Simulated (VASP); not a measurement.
# SnSe2 (P-3m1) in VASP: single point with PBE

Aim: the single point of SnSe2 with PBE.

All numbers are computed with VASP 6.6.1; they aren't measurements. Logs are shortened: lines on timing, memory, paths and dates and some standing lists are left out, and cuts for length are marked.

## Step 1: The structure

It takes space group P-3m1 (No. 164, trigonal). Conventional cell: a = 3.825 Å, b = 3.825 Å, c = 6.227 Å, α = 90.00°, β = 90.00°, γ = 120.00°. Sn (site symmetry -3m) is surrounded by 6 Se at 2.71 Å. Se (site symmetry 3m) has 3 Sn at 2.71 Å as nearest neighbours.

## Step 2: Single point, PBE

Contents of INCAR:

```
SYSTEM = SnSe2
  ALGO = Normal
  EDIFF = 1E-6
  ENCUT = 520
  GGA = PE
  ISIF = 2
  ISMEAR = -1
  LASPH = .True.
  LCHARG = .False.
  LREAL = .False.
  LWAVE = .False.
  NBANDS = 20
  NELM = 100
  PREC = Accurate
  SIGMA = 0.02
```

Contents of KPOINTS:

```
k-points
0
Gamma
  12 12 4
  0 0 0
```

Contents of POSCAR:

```
SnSe2
1.0
    3.8251636844      0.0000000000      0.0000000000
   -1.9125818422      3.3126889243      0.0000000000
    0.0000000000      0.0000000000      6.2270591582
Sn Se
1 2
Direct
    0.0000000000      0.0000000000      0.0000000000
    0.3333333333      0.6666666667      0.2530759000
    0.6666666667      0.3333333333      0.7469241000
```

Potentials or basis: VASP PAW PBE potentials, release 64 (Sn_d, Se).

Run with:

```console
cat potpaw_PBE.64/Sn_d/POTCAR potpaw_PBE.64/Se/POTCAR > POTCAR
mpirun -np 1 vasp_std > vasp.out
```

OUTCAR:

```text
SYSTEM = SnSe2
   EDIFF = 1E-6
   ENCUT = 520
   GGA = PE
   ISIF = 2
   ISMEAR = -1
   LASPH = .True.
   LREAL = .False.
   NELM = 100
   PREC = Accurate

 ion  position               nearest neighbor table
   1  0.000  0.000  0.000-   2 2.71   3 2.71   2 2.71   3 2.71   3 2.71   2 2.71
   2  0.333  0.667  0.253-   1 2.71   1 2.71   1 2.71
   3  0.667  0.333  0.747-   1 2.71   1 2.71   1 2.71

  LATTYP: Found a hexagonal cell.
 ALAT       =     3.8251636844
 C/A-ratio  =     1.6279196583

  Lattice vectors:

 A1 = (   3.8251636844,   0.0000000000,   0.0000000000)
 A2 = (  -1.9125818422,   3.3126889243,   0.0000000000)
 A3 = (   0.0000000000,   0.0000000000,   6.2270591582)

Analysis of symmetry for initial positions (statically):
=====================================================================
 Subroutine PRICEL returns:
 Original cell was already a primitive cell.

 Routine SETGRP: Setting up the symmetry group for a
 hexagonal supercell.

 Subroutine GETGRP returns: Found 12 space group operations
 (whereof 12 operations were pure point group operations)
 out of a pool of 24 trial point group operations.

The static configuration has the point symmetry D_3d.

Analysis of symmetry for dynamics (positions and initial velocities):
=====================================================================
 Subroutine PRICEL returns:
 Original cell was already a primitive cell.

 Routine SETGRP: Setting up the symmetry group for a
 hexagonal supercell.

 Subroutine GETGRP returns: Found 12 space group operations
 (whereof 12 operations were pure point group operations)
 out of a pool of 24 trial point group operations.

The dynamic configuration has the point symmetry D_3d.

 Subroutine INISYM returns: Found 12 space group operations
 (whereof 12 operations are pure point group operations),
 and found     1 'primitive' translations

----------------------------------------------------------------------------------------

                                     Primitive cell

  volume of cell :      78.9067

  direct lattice vectors                    reciprocal lattice vectors
     3.825163684  0.000000000  0.000000000     0.261426721  0.150934788  0.000000000
    -1.912581842  3.312688924  0.000000000     0.000000000  0.301869576  0.000000000
     0.000000000  0.000000000  6.227059158     0.000000000  0.000000000  0.160589449

[... 82 lines left out ...]
   LASPH  =      T    aspherical Exc in radial PAW
   ENCUT  =  520.0 eV  38.22 Ry    6.18 a.u.   7.11  7.11 11.58*2*pi/ulx,y,z
   NELM   =    100;   NELMIN=  2; NELMDL= -5     # of ELM steps
   EDIFF  = 0.1E-05   stopping-criterion for ELM
   LREAL  =      F    real-space projection
   EDIFFG = 0.1E-04   stopping-criterion for IOM
   NSW    =      0    number of steps for IOM
   IBRION =     -1    ionic relax: 0-MD 1-quasi-New 2-CG
   NFREE  =      0    steps in history (QN), initial steepest desc. (CG)
   ISIF   =      2    stress and relaxation
   ISYM   =      2    0-nonsym 1-usesym 2-fastsym
   POTIM  = 0.5000    time-step for ionic-motion
   TEBEG  =    0.0;   TEEND  =   0.0 temperature during run
   PSTRESS=    0.0 pullay stress
   NELECT =      26.0000    total number of electrons
   NUPDOWN=      -1.0000    fix difference up-down
   EMIN   =  10.00;   EMAX   =-10.00  energy-range for DOS
   EFERMI =   0.00;   METHOD = LEGACY
   ISMEAR =    -1;   SIGMA  =   0.02  broadening in eV -4-tet -1-fermi 0-gaus
   EFERMI_NEDOS =   21; number of points for ismear=-14 and -15
   IALGO  =     38    algorithm
   IMIX   =      4    mixing-type and parameters
     AMIX     =   0.40;   BMIX     =  1.00
     AMIX_MAG =   1.60;   BMIX_MAG =  1.00
  volume/ion in A,a.u.               =      26.30       177.50
  Fermi-wavevector in a.u.,A,eV,Ry     =   1.130736  2.136782 17.395932  1.278565
  Thomas-Fermi vector in A             =   2.267434
   LORBIT       =      0    0 simple, 1 ext, 2 COOP (PROOUT), +10 PAW based schemes
   GGA     = PE    functional components
   LHFCALC =     F    Hartree Fock is set to
   AEXX    =    0.0000 exact exchange contribution
   IVDW    =     0    specifies the selected vdW correction
   LEPSILON=     F    determine dielectric tensor
   LRPA    =     F    only Hartree local field effects (RPA)
 non-spin polarized calculation
  energy-cutoff  :      520.00
  volume of cell :       78.91
 maximum number of plane-waves:      2148
   NGX = 15   NGY = 15   NGZ = 23

 number of electron      26.0000000 magnetization

 Free energy of the ion-electron system (eV)
  ---------------------------------------------------
  ext. energy  EPLUGINS =         0.00000000
  ---------------------------------------------------
  free energy    TOTEN  =       -11.82419136 eV

  energy without entropy =      -11.82419136  energy(sigma->0) =      -11.82419136

 E-fermi :   4.3103     XC(G=0):  -9.3752

 val. band max:        3.9405480025   @ k =   0.0833   0.0833   0.0000
 cond. band min:       4.6762578792   @ k =   0.5000  -0.0000   0.5000
 fundamental gap:      0.7357098767
 Fermi energy:         4.3102864201

 k-point     1 :       0.0000    0.0000    0.0000
  band No.  band energies     occupation
      1     -17.2867      2.00000
      2     -17.2867      2.00000
      3     -17.2498      2.00000
      4     -17.2381      2.00000
      5     -17.2381      2.00000
      6      -9.8328      2.00000
[... 541 lines left out ...]
     19      11.9751      0.00000
     20      12.8824      0.00000

 [... further k-points ...]

------------------------ aborting loop because EDIFF is reached ----------------------------------------

  FORCE on cell =-STRESS in cart. coord.  units (eV):
  Direction    XX          YY          ZZ          XY          YZ          ZX
  --------------------------------------------------------------------------------------
  -------------------------------------------------------------------------------------
  Total        1.4301165      1.4301165      1.5198793     -0.0000000      0.0000000     -0.0000000
  in kB       29.0381092     29.0381092     30.8607166     -0.0000000      0.0000000     -0.0000000
  external PRESSURE =      29.6456450 kB  Pullay stress =       0.0000000 kB

 VOLUME and BASIS-vectors are now :
 -----------------------------------------------------------------------------
  energy-cutoff  :      520.00
  volume of cell :       78.91
      direct lattice vectors                 reciprocal lattice vectors
     3.825163684  0.000000000  0.000000000     0.261426721  0.150934788  0.000000000
    -1.912581842  3.312688924  0.000000000     0.000000000  0.301869576  0.000000000
     0.000000000  0.000000000  6.227059158     0.000000000  0.000000000  0.160589449

 POSITION                                       TOTAL-FORCE (eV/Angst)
 -----------------------------------------------------------------------------------
      0.00000      0.00000      0.00000         0.000000      0.000000      0.000000
     -0.00000      2.20846      1.57592        -0.000000      0.000000      0.275206
      1.91258      1.10423      4.65114        -0.000000     -0.000000     -0.275206
 -----------------------------------------------------------------------------------
    total drift:                               -0.000000     -0.000000      0.000000

  FREE ENERGIE OF THE ION-ELECTRON SYSTEM (eV)
  ---------------------------------------------------
  free  energy   TOTEN  =       -11.8241913641 eV

  energy  without entropy=      -11.8241913638  energy(sigma->0) =      -11.82419136
```

OSZICAR:

```text
N       E                     dE             d eps       ncg     rms          rms(c)
DAV:   1     0.205694977455E+03    0.20569E+03   -0.12208E+04  2824   0.149E+03
DAV:   2     0.115223395632E+02   -0.19417E+03   -0.18675E+03  2964   0.388E+02
DAV:   3    -0.112739083521E+02   -0.22796E+02   -0.22246E+02  3324   0.114E+02
DAV:   4    -0.120663618947E+02   -0.79245E+00   -0.79117E+00  3304   0.224E+01
DAV:   5    -0.120855551994E+02   -0.19193E-01   -0.19192E-01  3828   0.362E+00    0.497E+00
DAV:   6    -0.118404631961E+02    0.24509E+00   -0.51310E-01  4156   0.736E+00    0.320E+00
DAV:   7    -0.118236636133E+02    0.16800E-01   -0.15173E-01  3236   0.242E+00    0.102E+00
DAV:   8    -0.118236579947E+02    0.56187E-05   -0.11869E-02  3468   0.102E+00    0.276E-01
DAV:   9    -0.118241530536E+02   -0.49506E-03   -0.15141E-03  3128   0.295E-01    0.844E-02
DAV:  10    -0.118241613273E+02   -0.82737E-05   -0.11855E-04  3656   0.749E-02    0.335E-02
DAV:  11    -0.118241912093E+02   -0.29882E-04   -0.43772E-05  3032   0.367E-02    0.821E-03
DAV:  12    -0.118241913641E+02   -0.15475E-06   -0.23794E-06  3100   0.112E-02
   1 F= -.11824191E+02 E0= -.11824191E+02  d E =-.260070E-09
```

Wall time 35 s (1 thread of Intel Xeon 6975P-C (Granite Rapids), shared host); peak memory 0.25 GiB.

Results:

| Quantity | Value |
| --- | --- |
| Free energy | -11.8242 eV |
| Pressure | 3.0 GPa |
| Largest force | 0.275 eV/Å |
| Band gap on the k mesh | 0.74 eV, indirect (least direct gap 1.12 eV) |

Forces in eV/Å, atoms in the order of the input:
```
Sn   0.000  0.000  0.000
Se   0.000  0.000  0.275
Se   0.000  0.000 -0.275
```

Stress tensor (GPa, compression positive):
```
2.90 0.00 0.00
0.00 2.90 0.00
0.00 0.00 3.09
```

Caveat: spin-orbit coupling is left out, which moves the levels of the heavy elements; this functional lacks dispersion, which binds the layers, so the pressure and a relaxed spacing across them are unreliable.
